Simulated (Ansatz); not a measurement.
MoS2:

```
CELL_PARAMETERS angstrom
3.16900 0.00000 0.00000
-1.58450 2.74443 0.00000
0.00000 0.00000 12.32400
ATOMIC_POSITIONS crystal
Mo 0.66667 0.33333 0.75000
Mo 0.33333 0.66667 0.25000
S 0.66667 0.33333 0.37700
S 0.33333 0.66667 0.87700
S 0.66667 0.33333 0.12300
S 0.33333 0.66667 0.62300
```

```yaml
Program: Ansatz 0.2.0
Task: relaxation of cell and atoms
Functional: BLYP
Dispersion: D3(BJ)
Potentials_or_basis: Ansatz PAW
Cutoff: "420 eV (not typed: the program's choice for these potentials)"
k_mesh: 10 × 10 × 3
Occupations: fermi-dirac, width 0.05 eV
Spin: no spin polarisation
```

At the start: volume 17.86 Å³/atom.

Where does the relaxation end?

It ends after 7 steps and the volume is 17.27 Å³/atom (-3.3 %); space group P6_3/mmc (No. 194, to 0.05 Å).

Step by step:
| step | energy change (eV) | largest force (eV/Å) | volume (Å³) |
| --- | --- | --- | --- |
| 1 | 0.0000 | 0.3339 | 107.18 |
| 2 | -0.0494 | 0.2032 | 102.15 |
| 3 | -0.0573 | 0.0216 | 104.12 |
| 4 | -0.0579 | 0.0110 | 103.69 |
| 5 | -0.0579 | 0.0051 | 103.58 |
| 6 | -0.0579 | 0.0000 | 103.60 |
| 7 | -0.0576 | 0.0001 | 103.60 |

Final structure:
```
Mo S
1.0
     3.17989    0.00000    0.00000
    -1.58995    2.75387    0.00000
     0.00000    0.00000   11.83093
Mo S
2 4
Direct
  0.66667 0.33333 0.75000
  0.33333 0.66667 0.25000
  0.66667 0.33333 0.38268
  0.33333 0.66667 0.88268
  0.66667 0.33333 0.11732
  0.33333 0.66667 0.61732
```

Caveat: the plane-wave basis is chosen anew once the cell has moved, so the energies of steps on either side of that aren't comparable; the PAW data sets come from PBE, with cores solved anew for the run's functional, which leaves a small shift of forces and pressure.
